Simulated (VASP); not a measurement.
# PbSe (Clausthalite) (Fm-3m) in VASP: settings compared

Aim: see how the results for PbSe (Clausthalite) move with the level of theory and the settings. Levels: HSE06, PBE. Tasks: single point.

All numbers are computed with VASP 6.6.1; they aren't measurements. Logs are shortened: lines on timing, memory, paths and dates and some standing lists are left out, and cuts for length are marked.

**The experiment to reproduce.**

A printed reference work, monograph reports, for a bulk crystal of PbSe at 4.2 K: band gap 0.15 eV (direct).

The results are compared with them further down.

## 1. Starting point

The structure is cubic, space group Fm-3m (No. 225). The conventional cell has a = 6.124 Å, b = 6.124 Å, c = 6.124 Å, α = 90.00°, β = 90.00°, γ = 90.00°. Around Pb (site symmetry m-3m) lie 6 Se at 3.06 Å. Around Se (site symmetry m-3m) lie 6 Pb at 3.06 Å.

## 2. Single point, HSE06

File POSCAR:

```
PbSe
1.0
    0.0000000000      3.0621500000      3.0621500000
    3.0621500000      0.0000000000      3.0621500000
    3.0621500000      3.0621500000      0.0000000000
Pb Se
1 1
Direct
    0.0000000000      0.0000000000      0.0000000000
    0.5000000000      0.5000000000      0.5000000000
```

File INCAR.step1:

```
SYSTEM = PbSe
PREC     = Accurate       ! precision mode
ENCUT    = 520            ! plane-wave cutoff, eV
EDIFF    = 1E-5           ! SCF threshold, eV
ISMEAR   = 0              ! smearing method
SIGMA    = 0.02           ! smearing width, eV
LREAL    = .FALSE.        ! projectors in reciprocal space
LASPH    = .TRUE.         ! aspherical terms in the spheres
NELM     = 80             ! most SCF steps
ALGO     = Normal         ! electronic algorithm
ISIF     = 2              ! what is computed and relaxed
LWAVE    = .TRUE.         ! write WAVECAR
LCHARG   = .FALSE.        ! write CHGCAR
GGA      = PE             ! functional
```

File INCAR.step2:

```
SYSTEM = PbSe
PREC     = Accurate       ! precision mode
ENCUT    = 520            ! plane-wave cutoff, eV
EDIFF    = 1E-6           ! SCF threshold, eV
ISMEAR   = 0              ! smearing method
SIGMA    = 0.02           ! smearing width, eV
LREAL    = .FALSE.        ! projectors in reciprocal space
LASPH    = .TRUE.         ! aspherical terms in the spheres
NELM     = 80             ! most SCF steps
ALGO     = Normal         ! electronic algorithm
ISIF     = 2              ! what is computed and relaxed
LWAVE    = .FALSE.        ! write WAVECAR
LCHARG   = .FALSE.        ! write CHGCAR
GGA      = PE             ! functional
LHFCALC  = .TRUE.         ! exact exchange
HFSCREEN = 0.2            ! screening, 1/A
PRECFOCK = Fast         
ISTART   = 1
```

File KPOINTS:

```
regular mesh
0
G
  8 8 8
  0 0 0
```

Potentials or basis: VASP PAW PBE potentials, release 64 (Pb_d, Se).

On the command line:

```console
$ cat potpaw_PBE.64/Pb_d/POTCAR potpaw_PBE.64/Se/POTCAR > POTCAR
$ cp INCAR.step1 INCAR
$ mpirun -np 1 vasp_std > vasp.out
$ cp INCAR.step2 INCAR
$ mpirun -np 1 vasp_std > vasp.out
```

OUTCAR:

```text
SYSTEM = PbSe
   PREC = Accurate
   ENCUT = 520
   EDIFF = 1E-6
   ISMEAR = 0
   LREAL = .FALSE.
   LASPH = .TRUE.
   NELM = 80
   ISIF = 2
   GGA = PE
   LHFCALC = .TRUE.
   HFSCREEN = 0.2
   PRECFOCK = Fast
   ISTART = 1

 ion  position               nearest neighbor table
   1  0.000  0.000  0.000-   2 3.06   2 3.06   2 3.06   2 3.06   2 3.06   2 3.06
   2  0.500  0.500  0.500-   1 3.06   1 3.06   1 3.06   1 3.06   1 3.06   1 3.06

  LATTYP: Found a face centered cubic cell.
 ALAT       =     6.1243000000

  Lattice vectors:

 A1 = (   0.0000000000,   3.0621500000,   3.0621500000)
 A2 = (   3.0621500000,   0.0000000000,   3.0621500000)
 A3 = (   3.0621500000,   3.0621500000,   0.0000000000)

Analysis of symmetry for initial positions (statically):
=====================================================================
 Subroutine PRICEL returns:
 Original cell was already a primitive cell.

 Routine SETGRP: Setting up the symmetry group for a
 face centered cubic supercell.

 Subroutine GETGRP returns: Found 48 space group operations
 (whereof 48 operations were pure point group operations)
 out of a pool of 48 trial point group operations.

The static configuration has the point symmetry O_h .

Analysis of symmetry for dynamics (positions and initial velocities):
=====================================================================
 Subroutine PRICEL returns:
 Original cell was already a primitive cell.

 Routine SETGRP: Setting up the symmetry group for a
 face centered cubic supercell.

 Subroutine GETGRP returns: Found 48 space group operations
 (whereof 48 operations were pure point group operations)
 out of a pool of 48 trial point group operations.

The dynamic configuration has the point symmetry O_h .

 Subroutine INISYM returns: Found 48 space group operations
 (whereof 48 operations are pure point group operations),
 and found     1 'primitive' translations

----------------------------------------------------------------------------------------

                                     Primitive cell

  volume of cell :      57.4261

  direct lattice vectors                    reciprocal lattice vectors
     0.000000000  3.062150000  3.062150000    -0.163283967  0.163283967  0.163283967
     3.062150000  0.000000000  3.062150000     0.163283967 -0.163283967  0.163283967
     3.062150000  3.062150000  0.000000000     0.163283967  0.163283967 -0.163283967

  length of vectors
     4.330534060  4.330534060  4.330534060     0.282816127  0.282816127  0.282816127

  position of ions in fractional coordinates (direct lattice)
     0.000000000  0.000000000  0.000000000
     0.500000000  0.500000000  0.500000000

  ion indices of the primitive-cell ions
   primitive index   ion index
                 1           1
                 2           2

----------------------------------------------------------------------------------------

 KPOINTS: regular mesh

Automatic generation of k-mesh.
 Grid dimensions read from file:
 generate k-points for:    8    8    8

 Generating k-lattice:

  Cartesian coordinates                     Fractional coordinates (reciprocal lattice)
    -0.020410496  0.020410496  0.020410496     0.125000000  0.000000000  0.000000000
     0.020410496 -0.020410496  0.020410496     0.000000000  0.125000000  0.000000000
     0.020410496  0.020410496 -0.020410496     0.000000000  0.000000000  0.125000000

  Length of vectors
     0.035352016  0.035352016  0.035352016

  Shift w.r.t. Gamma in fractional coordinates (k-lattice)
     0.000000000  0.000000000  0.000000000

 Subroutine IBZKPT returns following result:
 ===========================================

 Found     29 irreducible k-points:

 Following reciprocal coordinates:
            Coordinates               Weight
  0.000000  0.000000  0.000000      1.000000
  0.125000  0.000000  0.000000      8.000000
  0.250000  0.000000  0.000000      8.000000
  0.375000  0.000000  0.000000      8.000000
  0.500000  0.000000  0.000000      4.000000
  0.125000  0.125000  0.000000      6.000000
[... 16 lines left out ...]
  0.500000  0.250000  0.125000     48.000000
 -0.375000  0.250000  0.125000     24.000000
 [... further k-points ...]
   k-points           NKPTS =     29   k-points in BZ     NKDIM =    512   number of bands    NBANDS=     14
   number of dos      NEDOS =    301   number of ions     NIONS =      2
   total plane-waves  NPLWV =  32768
   dimension x,y,z NGX =    32 NGY =   32 NGZ =   32
   dimension x,y,z NGXF=    64 NGYF=   64 NGZF=   64
   ions per type =               1   1
   NGX,Y,Z   is equivalent  to a cutoff of  12.28, 12.28, 12.28 a.u.
   NGXF,Y,Z  is equivalent  to a cutoff of  24.57, 24.57, 24.57 a.u.
 SYSTEM =  PbSe
   PREC   = accura    normal or accurate (medium, high low for compatibility)
   ISTART =      1    job   : 0-new  1-cont  2-samecut
   ICHARG =      0    charge: 1-file 2-atom 10-const
   ISPIN  =      1    spin polarized calculation?
   LNONCOLLINEAR =      F non collinear calculations
   LSORBIT =      F    spin-orbit coupling
   LASPH  =      T    aspherical Exc in radial PAW
   ENCUT  =  520.0 eV  38.22 Ry    6.18 a.u.   8.05  8.05  8.05*2*pi/ulx,y,z
   NELM   =     80;   NELMIN=  2; NELMDL=  0     # of ELM steps
   EDIFF  = 0.1E-05   stopping-criterion for ELM
   LREAL  =      F    real-space projection
   EDIFFG = 0.1E-04   stopping-criterion for IOM
   NSW    =      0    number of steps for IOM
   IBRION =     -1    ionic relax: 0-MD 1-quasi-New 2-CG
   NFREE  =      0    steps in history (QN), initial steepest desc. (CG)
   ISIF   =      2    stress and relaxation
   ISYM   =      3    0-nonsym 1-usesym 2-fastsym
   POTIM  = 0.5000    time-step for ionic-motion
   TEBEG  =    0.0;   TEEND  =   0.0 temperature during run
   PSTRESS=    0.0 pullay stress
   NELECT =      20.0000    total number of electrons
   NUPDOWN=      -1.0000    fix difference up-down
   EMIN   =  10.00;   EMAX   =-10.00  energy-range for DOS
   EFERMI =   0.00;   METHOD = LEGACY
   ISMEAR =     0;   SIGMA  =   0.02  broadening in eV -4-tet -1-fermi 0-gaus
   EFERMI_NEDOS =   21; number of points for ismear=-14 and -15
   IALGO  =     38    algorithm
   IMIX   =      1    mixing-type and parameters
     AMIX     =   0.40;   BMIX     =  1.00
     AMIX_MAG =   1.60;   BMIX_MAG =  1.00
  volume/ion in A,a.u.               =      28.71       193.77
  Fermi-wavevector in a.u.,A,eV,Ry     =   1.151812  2.176610 18.050462  1.326672
  Thomas-Fermi vector in A             =   2.288467
   LORBIT       =      0    0 simple, 1 ext, 2 COOP (PROOUT), +10 PAW based schemes
   GGA     = PE    functional components
   LHFCALC =     T    Hartree Fock is set to
   PRECFOCK=fast      Normal, Fast or Accurate (Low or Medium for compatibility)
   ENCUT4O =  -1.0   cutoff for four orbital integrals eV
   NKREDX  =     1    reduce k-point grid by
   NKREDY  =     1    reduce k-point grid by
   NKREDZ  =     1    reduce k-point grid by
   AEXX    =    0.2500 exact exchange contribution
   HFSCREEN=    0.2000 screening length (either q_TF or 0.3 A-1)
   HFSCREENC=   0.2000 screening length for correlation (either q_TF or 0.3 A-1)
   ENCUTFOCK=  -1.0 apply spherical cutoff to Coloumb kernel
   IVDW    =     0    specifies the selected vdW correction
   LEPSILON=     F    determine dielectric tensor
   LRPA    =     F    only Hartree local field effects (RPA)
 non-spin polarized calculation
 Gauss-broadening in eV      SIGMA  =   0.02
  energy-cutoff  :      520.00
  volume of cell :       57.43
 maximum number of plane-waves:      1572
  NGX = 18; NGY = 18; NGZ = 18

 number of electron      19.9999999 magnetization

 Free energy of the ion-electron system (eV)
  ---------------------------------------------------
  ext. energy  EPLUGINS =         0.00000000
  ---------------------------------------------------
  free energy    TOTEN  =        -9.76362619 eV

  energy without entropy =       -9.76362619  energy(sigma->0) =       -9.76362619

 E-fermi :   4.9032     XC(G=0):  -7.9105

 val. band max:        4.7672043824   @ k =   0.5000   0.0000   0.0000
 cond. band min:       5.4867008446   @ k =   0.5000   0.0000   0.0000
 fundamental gap:      0.7194964622
 Fermi energy:         4.9032221351

 k-point     1 :       0.0000    0.0000    0.0000
  band No.  band energies     occupation
      1     -13.8779      2.00000
      2     -13.8779      2.00000
      3     -13.8719      2.00000
      4     -13.8719      2.00000
      5     -13.8719      2.00000
      6     -10.2734      2.00000
      7      -1.8985      2.00000
      8       2.5654      2.00000
      9       2.5654      2.00000
     10       2.5654      2.00000
     11      10.2585      0.00000
     12      10.2585      0.00000
     13      10.2585      0.00000
     14      11.9322      0.00000

 k-point     2 :       0.1250    0.0000    0.0000
  band No.  band energies     occupation
      1     -13.8816      2.00000
      2     -13.8816      2.00000
      3     -13.8715      2.00000
      4     -13.8679      2.00000
      5     -13.8679      2.00000
      6     -10.1431      2.00000
      7      -2.3880      2.00000
      8       2.6100      2.00000
      9       2.6100      2.00000
     10       2.9259      2.00000
     11       9.0735      0.00000
     12       9.4899      0.00000
     13       9.4899      0.00000
     14      11.7552      0.00000
[... 343 lines left out ...]
      1     -13.9357      2.00000
      2     -13.8890      2.00000
      3     -13.8684      2.00000
      4     -13.8487      2.00000
      5     -13.8412      2.00000
      6      -9.0808      2.00000
      7      -4.2002      2.00000
      8       1.0911      2.00000
      9       1.9588      2.00000
     10       3.5779      2.00000
     11       6.9803      0.00000
     12       8.4679      0.00000
     13       9.6385      0.00000
     14      12.1227      0.00000

 k-point    24 :      -0.3750    0.2500    0.1250
  band No.  band energies     occupation
      1     -13.9403      2.00000
      2     -13.8928      2.00000
      3     -13.8624      2.00000
      4     -13.8520      2.00000
      5     -13.8374      2.00000
      6      -8.8857      2.00000
      7      -4.4695      2.00000
      8       1.0998      2.00000
      9       1.5354      2.00000
     10       3.7912      2.00000
     11       6.6404      0.00000
     12       8.7995      0.00000
     13       9.5368      0.00000
     14      13.1189      0.00000

 [... further k-points ...]

------------------------ aborting loop because EDIFF is reached ----------------------------------------

  FORCE on cell =-STRESS in cart. coord.  units (eV):
  Direction    XX          YY          ZZ          XY          YZ          ZX
  --------------------------------------------------------------------------------------
  -------------------------------------------------------------------------------------
  Total        0.4031196      0.4031196      0.4031196      0.0000000      0.0000000      0.0000000
  in kB       11.2469581     11.2469581     11.2469581      0.0000000      0.0000000      0.0000000
  external PRESSURE =      11.2469581 kB  Pullay stress =       0.0000000 kB

 VOLUME and BASIS-vectors are now :
 -----------------------------------------------------------------------------
  energy-cutoff  :      520.00
  volume of cell :       57.43
      direct lattice vectors                 reciprocal lattice vectors
     0.000000000  3.062150000  3.062150000    -0.163283967  0.163283967  0.163283967
     3.062150000  0.000000000  3.062150000     0.163283967 -0.163283967  0.163283967
     3.062150000  3.062150000  0.000000000     0.163283967  0.163283967 -0.163283967

 POSITION                                       TOTAL-FORCE (eV/Angst)
 -----------------------------------------------------------------------------------
      0.00000      0.00000      0.00000         0.000000      0.000000     -0.000000
      3.06215      3.06215      3.06215        -0.000000     -0.000000      0.000000
 -----------------------------------------------------------------------------------
    total drift:                                0.000006     -0.000029     -0.000013

  FREE ENERGIE OF THE ION-ELECTRON SYSTEM (eV)
  ---------------------------------------------------
  free  energy   TOTEN  =        -9.7636261940 eV

  energy  without entropy=       -9.7636261940  energy(sigma->0) =       -9.76362619
```

Run time: 76 min. Hardware: 1 thread of Intel Xeon Platinum 8488C (Sapphire Rapids), shared host; peak memory 0.35 GiB.

Results:

* Free energy: -9.7636 eV
* Pressure: 1.1 GPa
* Band gap on the k mesh: 0.72 eV, direct

Levels at points of the mesh, in eV from the valence-band top:
```csv
k point,band 6,band 7,band 8,band 9,band 10,band 11,band 12,band 13,band 14
"(0.00, 0.00, 0.00)",-15.04,-6.67,-2.20,-2.20,-2.20,5.49,5.49,5.49,7.17
"(0.50, 0.00, 0.00)",-13.87,-9.62,-1.78,-1.78,0.00,0.72,2.17,2.17,9.34
"(0.50, 0.50, 0.00)",-13.45,-7.92,-5.61,-3.68,-3.68,4.17,6.47,6.47,6.93
```

Caveat: the PAW data sets were made with another functional, which shifts forces and pressure a little; spin-orbit coupling is left out, which as a rule narrows the gap of such compounds by several tenths of an eV.

## 3. Single point, PBE, non-collinear spin, zero start, spin-orbit coupling

File INCAR:

```
PREC = Accurate
ENCUT = 520
EDIFF = 1E-6
ISMEAR = 0
SIGMA = 0.02
LREAL = False
LASPH = True
NELM = 80
ALGO = Normal
ISIF = 2
LWAVE = False
LCHARG = False
LNONCOLLINEAR = True
MAGMOM = 0 0 0 0 0 0
LORBIT = 11
LSORBIT = True
GGA_COMPAT = False
GGA = PE
```

File KPOINTS:

```
Automatic mesh
0
Gamma
  8 8 8
```

POSCAR is that of step 2.

Potentials or basis: VASP PAW PBE potentials, release 64 (Pb_d, Se).

On the command line:

```console
$ cat potpaw_PBE.64/Pb_d/POTCAR potpaw_PBE.64/Se/POTCAR > POTCAR
$ mpirun -np 1 vasp_ncl > vasp.out
```

It took 1.7 min on 1 thread of Intel Xeon Platinum 8375C at 2.90GHz (Ice Lake), shared host; peak memory 0.33 GiB.

Results (log left out):

| Quantity | Value |
| --- | --- |
| Free energy | -8.6035 eV |
| Pressure | 2.0 GPa |
| Net moment | 0.00 μB per cell |
| Valence electrons inside the program's atomic spheres | Pb 11.87; Se 3.81 |

Moments on the atoms (μB; x, y, z):
```
Pb  0.00 0.00 0.00
Se  0.00 0.00 0.00
```

## 4. How close it comes

Step 2. Measured gap of PbSe: 0.15 eV (direct; 4.2 K; a printed reference work, monograph). This calculation gives 0.72 eV (+0.57 eV). 2 values of this kind are on record (0.15 to 0.28 eV); this one was drawn at random. Spin-orbit coupling on Pb, Se is left out. The value is that of HSE06 on a finite k mesh, which can miss the band edges, without temperature or zero-point motion.
